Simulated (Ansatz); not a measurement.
# Ga15P16: the cost of one run

Program: Ansatz 0.2.0. Level of theory: DFT PBE, scalar-relativistic, plane waves, PAW. These are calculated values, not measurements.

2 further runs of the same task are left out: 2 set aside as unsound or not needed.

## (1) The system as given

It takes space group F-43m (No. 216, cubic). The conventional cell has a = 5.505 Å, b = 5.505 Å, c = 5.505 Å, α = 90.00°, β = 90.00°, γ = 90.00°. Ga (site symmetry -43m) is surrounded by 4 P at 2.38 Å. P (site symmetry -43m) has 4 Ga at 2.38 Å in its first shell of neighbours.

As a file:

```
CELL_PARAMETERS angstrom
0.00000 2.75256 2.75256
2.75256 0.00000 2.75256
2.75256 2.75256 0.00000
ATOMIC_POSITIONS crystal
Ga 0.00000 0.00000 0.00000
P 0.25000 0.25000 0.25000
```

It goes back to an entry of the Materials Project.

This cell was relaxed beforehand with the same method: volume 20.85 Å³/atom, gap on the mesh 1.58 eV.

The host's static dielectric tensor, from an earlier linear-response run, has a mean of 12.85.

The perfect supercell (rows 1 -3 1; -3 1 1; 1 1 -3 in vectors of this cell) was computed beforehand with the same settings: E(σ→0) = -72629.3528 eV for 32 atoms, gap 1.57 eV on its own mesh.

## (2) The defect cell

The atom at (0.000, 0.250, 0.750) of the supercell is taken out. The other atoms start on their ideal sites. Its neighbours are 4 P at 2.38 Å.

## (3) Charge state 0

Input file input.yaml:

```yaml
crystal:
  lattice:
    - [-5.5051169764, 5.5051169764, -5.5051169764]
    - [5.5051169764, -5.5051169764, -5.5051169764]
    - [-5.5051169764, -5.5051169764, 5.5051169764]
  atoms:
    - { symbol: Ga, position: [0.75, 0.25, 1.0] }
    - { symbol: Ga, position: [0.5, 0.25, 0.25] }
    - { symbol: Ga, position: [0.25, 0.0, 0.75] }
    - { symbol: Ga, position: [0.25, 0.25, 0.5] }
    - { symbol: Ga, position: [1.0, 1.0, 1.0] }
    - { symbol: Ga, position: [0.75, 0.0, 0.25] }
    - { symbol: Ga, position: [0.5, 0.75, 0.75] }
    - { symbol: Ga, position: [0.5, 0.0, 0.5] }
    - { symbol: Ga, position: [0.25, 0.75, 1.0] }
    - { symbol: Ga, position: [0.0, 0.75, 0.25] }
    - { symbol: Ga, position: [0.75, 0.5, 0.75] }
    - { symbol: Ga, position: [0.75, 0.75, 0.5] }
    - { symbol: Ga, position: [0.5, 0.5, 1.0] }
    - { symbol: Ga, position: [0.25, 0.5, 0.25] }
    - { symbol: Ga, position: [0.0, 0.5, 0.5] }
    - { symbol: P, position: [0.0, 0.5, 0.75], spin: 0.25 }
    - { symbol: P, position: [0.75, 0.5, 0.0] }
    - { symbol: P, position: [0.5, 0.5, 0.25] }
    - { symbol: P, position: [0.25, 0.25, 0.75], spin: 0.25 }
    - { symbol: P, position: [0.25, 0.5, 0.5] }
    - { symbol: P, position: [0.0, 0.25, 0.0], spin: 0.25 }
    - { symbol: P, position: [0.75, 0.25, 0.25] }
    - { symbol: P, position: [0.5, 0.0, 0.75] }
    - { symbol: P, position: [0.5, 0.25, 0.5] }
    - { symbol: P, position: [0.25, 0.0, 0.0] }
    - { symbol: P, position: [0.0, 0.0, 0.25] }
    - { symbol: P, position: [0.75, 0.75, 0.75] }
    - { symbol: P, position: [0.75, 0.0, 0.5], spin: 0.25 }
    - { symbol: P, position: [0.5, 0.75, 0.0] }
    - { symbol: P, position: [0.25, 0.75, 0.25] }
    - { symbol: P, position: [0.0, 0.75, 0.5] }
  host:
    lattice:
      - [0.0, 2.7525584882, 2.7525584882]
      - [2.7525584882, 0.0, 2.7525584882]
      - [2.7525584882, 2.7525584882, 0.0]
    atoms:
      - { symbol: Ga, position: [0.0, 0.0, 0.0] }
      - { symbol: P, position: [0.25, 0.25, 0.25] }
basis:
  ecutwfc: 420
  xc_grid: 2
kpoints:
  mp_grid: { grid: [1, 1, 1], shift: [0.0, 0.0, 0.0] }
hamiltonian:
  xc: pbe
scf:
  occupations: { method: gaussian, width: 0.01 }
output:
  forces: true
  stress: false
  eigenvalues: true
  populations: true
  charged_corrections:
    defect_position: [0.0, 0.25, 0.75]
    epsilon: [[12.8535, 0.0, 0.0], [0.0, 12.8535, 0.0], [0.0, 0.0, 12.8535]]
magnetization:
  spin_polarized: true
relax:
  adjacent_minimum: "off"
  f_tol: 0.025
  max_steps: 45
```

Command:

```console
$ ansatz run input.yaml --threads 4 --pin off --max-ram 10240MiB --backend cpu --events-out ev --progress --plain --runs-dir out
```

What time and memory should one allow on 4 threads of Oxide Virtual Turin-like (Zen 5), shared host?

About 22 s, with a peak of 1 GiB.
